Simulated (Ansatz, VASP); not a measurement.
# Mo in VASP and in Ansatz

The input INCAR:

```
ALGO = Normal ; EDIFF = 1E-6
EDIFFG = -0.001 ; ENCUT = 600
GGA = PS ; IBRION = 2
ISIF = 3 ; ISMEAR = -1
LASPH = True ; LCHARG = False
LREAL = False ; LWAVE = False
NELM = 100 ; NSW = 80
PREC = Accurate ; SIGMA = 0.15
```

KPOINTS

```
k-points
0
Gamma
  16 16 16
```

Contents of POSCAR:

```
Mo
1.0
   -1.5645539194      1.5645539194      1.5645539194
    1.5645539194     -1.5645539194      1.5645539194
    1.5645539194      1.5645539194     -1.5645539194
Mo
1
Direct
    0.0000000000      0.0000000000      0.0000000000
```

Input for Ansatz:

```yaml
crystal:
  lattice:
    - [-1.5645539194, 1.5645539194, 1.5645539194]
    - [1.5645539194, -1.5645539194, 1.5645539194]
    - [1.5645539194, 1.5645539194, -1.5645539194]
  atoms:
    - { symbol: Mo, position: [0.0, 0.0, 0.0] }
basis:
  ecutwfc: 420
kpoints:
  mp_grid: { grid: [16, 16, 16] }
hamiltonian:
  xc: pbesol
  pseudopotentials: { kind: paw, azcp: { folder: soft_1 } }
scf:
  occupations: { method: fermi_dirac, width: 0.15 }
output:
  forces: true
  stress: true
  eigenvalues: true
relax:
  adjacent_minimum: "off"
  f_tol: 0.001
  max_steps: 60
  cell: { stress_tol: 0.01 }
```

Alike in both runs: task relaxation of cell and atoms; functional PBEsol; k mesh 16 × 16 × 16; occupations fermi-dirac, width 0.15 eV; no spin polarisation.

|  | VASP | Ansatz |
| --- | --- | --- |
| version | VASP 6.6.1 | Ansatz 0.2.0 |
| potentials or method | VASP PAW PBE potentials, release 64 (Mo_sv) | scalar-relativistic, plane waves, PAW |
| plane-wave cutoff (eV) | 600 | 420 |
| valence electrons in the cell | 14 | 14 |

|  | VASP | Ansatz | Ansatz less VASP |
| --- | --- | --- | --- |
| gap on the k mesh at the Fermi level, each at its own relaxed structure (eV) | none | none | - |
| relaxed volume (Å³/atom) | 15.35 | 15.33 | -0.023 |
| relaxed cell length with the largest relative difference (Å) | 2.712 | 2.710 | -0.0013 |

A gap of «none» marks a metal or a gap that the smearing closes. Ansatz warned: «pseudo_functional_mismatch».

Caveats: the PAW data sets were made with another functional, which shifts forces and pressure a little (VASP).
